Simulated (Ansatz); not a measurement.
A (100) slab of SiNi₂ (P6_3/mmc (No. 194)), 10 planes, outer planes Ni (top) and Ni (bottom), with 20 atoms (Si6Ni14) in a surface cell of A = 19.021 Å², as cut from the bulk:

```xyz
20
Lattice="3.8685 0.0000 0.0000 0.0000 4.9170 0.0000 0.0000 0.0000 25.0506" Properties=species:S:1:pos:R:3 pbc="T T T"
Ni    1.9342    0.0000    7.5000
Ni    1.9342    2.4585    7.5000
Si    0.0000    1.2292    8.6167
Ni    0.0000    3.6877    8.6167
Si    1.9342    3.6877    9.7335
Ni    1.9342    1.2292    9.7335
Ni    0.0000    0.0000   10.8502
Ni    0.0000    2.4585   10.8502
Si    1.9342    1.2292   11.9669
Ni    1.9342    3.6877   11.9669
Si    0.0000    3.6877   13.0836
Ni    0.0000    1.2292   13.0836
Ni    1.9342    0.0000   14.2004
Ni    1.9342    2.4585   14.2004
Si    0.0000    1.2292   15.3171
Ni    0.0000    3.6877   15.3171
Si    1.9342    3.6877   16.4338
Ni    1.9342    1.2292   16.4338
Ni    0.0000    0.0000   17.5506
Ni    0.0000    2.4585   17.5506
```

These are results of Ansatz, DFT PBEsol, scalar-relativistic, plane waves, PAW, not measurements. Cutoff 420 eV; k points 9×7×1 on the computed 20-atom cell (Γ-centred); Gaussian smearing, width 0.10 eV; no spin polarisation.

The relaxed slab holds 6 formula units of SiNi$_{2}$ and 2 further Ni. Against those formula units in the bulk and the further Ni in its standard state it lies 5.063 eV higher. The formation energy of SiNi$_{2}$ from the standard states is -1.738 eV a formula unit (uncorrected, no zero-point or thermal terms).

Task: Over what range can the chemical potential of Ni vary, and what is the surface energy at both ends?

Result: In contact with the bulk, 2μ(Ni) + μ(Si) is fixed. With Δμ counted from the standard states, Δμ(Ni) ≤ 0 keeps elemental Ni from forming, and Δμ(Si) ≤ 0 requires Δμ(Ni) ≥ ΔH/2 = -0.869 eV. Other compounds of Ni and Si can narrow this range. Then γ, the mean of both faces, = [5.063 eV − 2.00·Δμ(Ni)]/(2A). At the Ni-rich end (Δμ = 0): 5.063/(2 × 19.021) × 16.02 = 2.13 J/m². At the Ni-poor end: (5.063 + 1.738)/(2 × 19.021) × 16.02 = 2.86 J/m².

Task: How does its energy depend on growth conditions?

Result: It carries an excess of Ni, so its energy falls by 0.84 J/m² for each eV that μ(Ni) rises: Ni-rich conditions lower it; whether it appears depends on the other terminations.

The slab was run without spin polarisation; whether its Ni atoms carry moments at the surface wasn't tested.

The Ni-terminated surface costs 2.13 J/m² at the Ni-rich end and 2.86 J/m² at the Ni-poor end. The slope itself is stoichiometric bookkeeping, but the width of the range reflects the strong Ni–Si bonding, through Ni d and Si p states, behind the formation energy of -1.738 eV. Under Ni-poor conditions the extra surface Ni must be drawn from a reservoir in which it is already well bound. The cost that remains at the Ni-rich end probably comes from Ni–Si and Ni–Ni bonds lost at the cut. The two faces are equivalent as cut, so the mean describes each of them if relaxation preserves that symmetry. Ni-richer silicides are known, as are NiSi and NiSi₂, so both end values probably lie outside the range accessible at equilibrium. Moreover, the hexagonal structure is known as the high-temperature form of Ni₂Si, the orthorhombic one being stable at low temperature, so these energies describe a probably metastable crystal under cold conditions.
